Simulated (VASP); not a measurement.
## La2O3 under changes of volume

One of the cells (21.854 Å³/atom); the others are scaled copies at fixed shape and fractional positions:

```
La O
1.0
     6.24961    0.00000    0.00000
    -3.12480    5.41232    0.00000
     0.00000    0.00000    3.23047
La O
2 3
Direct
  0.66667 0.33333 0.50000
  0.33333 0.66667 0.50000
  0.50039 0.00000 0.00000
  0.00000 0.50039 0.00000
  0.49961 0.49961 0.00000
```

The cell comes from a database or a generator and needn't be the stable form of this composition.

```yaml
Program: VASP 6.6.1
Functional: LDA
Potentials_or_basis: VASP PAW LDA potentials, release 64 (La, O)
Cutoff: 520 eV
k_mesh: 4 × 4 × 8
Occupations: gaussian, width 0.02 eV
Spin: no spin polarisation
```

```csv
volume (Å³/atom),energy over the lowest point (meV/atom),pressure (GPa),gap on the mesh (eV),largest force (eV/Å)
20.980,13.84,4.9,0.94,0.002
21.417,3.66,2.4,1.07,0.002
21.854,0.00,0.1,1.19,0.003
22.291,?,?,?,?
22.728,9.70,-3.7,1.40,0.004
```

Question: What does the run at 22.291 Å³/atom give?

Answer: Energy over the lowest point 2.20 meV/atom; pressure -1.9 GPa; gap on the mesh 1.30 eV; largest force 0.003 eV/Å.

Worked out: A Birch-Murnaghan fit of order 2 (a polynomial in V^(-2/3)) to the other rows has its minimum at 21.90 Å³/atom with B0 = V·E''(V) = 107 GPa at fixed shape and positions, which overstates the stiffness. It gives 2.19 meV/atom at 22.291 Å³/atom, against the run's 2.20, and -dE/dV = -1.8 GPa, against -1.9. A straight line through the other rows of the gap, of slope 5.72 eV per unit of ln V, gives 1.29 eV, against the run's 1.30.

Energies are extrapolated to zero smearing.

Caveats: spin-orbit coupling is left out, which moves the levels of the heavy elements.

A mesh can miss the band edges.
